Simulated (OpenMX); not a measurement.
Ni:

```xyz
1
Lattice="0.0000 1.7376 1.7376 1.7376 0.0000 1.7376 1.7376 1.7376 0.0000" Properties=species:S:1:pos:R:3 pbc="T T T"
Ni    0.0000    0.0000    0.0000
```

```yaml
Program: OpenMX 3.8.5
Task: single point
Functional: PBE
Potentials_or_basis: OpenMX 2013 PBE set, Ni6.0H-s3p2d2, grid cutoff 500 Ry
k_mesh: 13 × 13 × 13
Occupations: fermi-dirac, width 0.05 eV
Spin: collinear spin, ferromagnetic start
Starting_moments: "[1.0] μB"
```

On this cell: pressure 17.4 GPa; net moment 0.62 μB per cell; site moments Ni +0.62 μB; band gap on the k mesh none (metal or under the smearing width).

The same run follows on a disturbed copy (cell strained at random at fixed volume):

```
Ni
1.0
     0.01655    1.75725    1.76824
     1.71912    0.01633    1.76846
     1.71447    1.75283    0.02098
Ni
1
Direct
  0.00651 0.01144 0.96710
```

Question: What does the disturbed cell give?

Answer: The energy (extrapolated to zero smearing) moves by +1.1 meV/atom; pressure 17.5 GPa; net moment 0.62 μB per cell; site moments Ni +0.62 μB; band gap on the k mesh none (metal or under the smearing width).

Caveats: the basis of atomic orbitals isn't converged, which shifts pressures, moduli and gaps; so large a pressure means that the cell lies far from this level's equilibrium, or that cutoff or potentials fall short (some runs).
